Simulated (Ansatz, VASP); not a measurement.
## One calculation of As, two programs

File INCAR:

```
SYSTEM = As
PREC = Accurate
ENCUT = 520
EDIFF = 1E-7
ISMEAR = -1
SIGMA = 0.05
LREAL = .False.
LASPH = .True.
NELM = 60
ALGO = Normal
ISIF = 2
LWAVE = .False.
LCHARG = .False.
GGA = PE
NBANDS = 12
```

File KPOINTS:

```
Automatic mesh
0
Gamma
  9 9 9
  0 0 0
```

File POSCAR:

```
As
1.0
    1.8681737204      1.0785906003      3.4904769752
   -1.8681737204      1.0785906003      3.4904769752
    0.0000000000     -2.1571812007      3.4904769752
As
2
Direct
    0.2260000000      0.2260000000      0.2260000000
    0.7740000000      0.7740000000      0.7740000000
```

The input input.yaml:

```yaml
crystal:
  lattice:
    - [1.8681737204, 1.0785906003, 3.4904769752]
    - [-1.8681737204, 1.0785906003, 3.4904769752]
    - [0.0, -2.1571812007, 3.4904769752]
  atoms:
    - { symbol: As, position: [0.226, 0.226, 0.226] }
    - { symbol: As, position: [0.774, 0.774, 0.774] }
hamiltonian:
  xc: pbe
  pseudopotentials: { kind: paw }
kpoints:
  mp_grid: { grid: [9, 9, 9] }
scf:
  occupations: { method: fermi_dirac, width: 0.05 }
output:
  forces: true
  stress: true
  eigenvalues: true
```

Change from the starting cell: volume scaled by 0.98.

Alike in both runs: task single point; functional PBE; k mesh 9 × 9 × 9; occupations fermi-dirac, width 0.05 eV; no spin polarisation.

|  | VASP | Ansatz |
| --- | --- | --- |
| version | VASP 6.6.1 | Ansatz 0.2.0 |
| potentials or method | VASP PAW PBE potentials, release 64 (As) | Ansatz PAW |
| plane-wave cutoff (eV) | 520 | 420 |
| valence electrons in the cell | 10 | 30 |

Ansatz gave:

```
gap on the k mesh at the Fermi level (eV)       : none
pressure (GPa)                                  : 5.5
largest component of the traceless stress (GPa) : 0.82
rms of the force components (eV/Å)              : 0.330
```

Question: What did VASP give for the same quantities?

Answer: gap on the k mesh at the Fermi level (eV): none; pressure (GPa): 5.8; largest component of the traceless stress (GPa): 0.94; rms of the force components (eV/Å): 0.368.

Atom by atom the forces differ by 0.038 eV/Å (rms over components). A gap of «none» marks a metal or a gap that the smearing closes. The two sets of potentials don't hold the same shells in valence.
